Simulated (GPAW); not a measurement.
Crystal: P.

```xyz
4
Lattice="1.6477 -5.4650 0.0000 1.6477 5.4650 0.0000 0.0000 0.0000 4.5436" Properties=species:S:1:pos:R:3 pbc="T T T"
P     1.6477   -4.4173    2.6754
P     1.6477    4.4173    1.8683
P     1.6477   -1.0477    0.4035
P     1.6477    1.0477    4.1401
```

Base run:

* Program: GPAW 26.7.0
* Functional: TASK
* Potentials or basis: GPAW PAW data sets (gpaw-data 1.2.1)
* Cutoff: 600 eV
* Basis: pw
* k mesh: 5 × 5 × 4
* Occupations: fermi-dirac, width 0.05 eV
* Spin: no spin polarisation

Its results: pressure 6.3 GPa; largest force 0.082 eV/Å.

**Question.** The run is repeated on the same cell with these changes: functional from TASK to M06-L. What comes out?

**Answer.** Pressure -0.6 GPa; largest force 0.070 eV/Å.

Caveats: the PAW data sets were made with another functional, which shifts forces and pressure a little.

Not every run made on this cell is shown here.
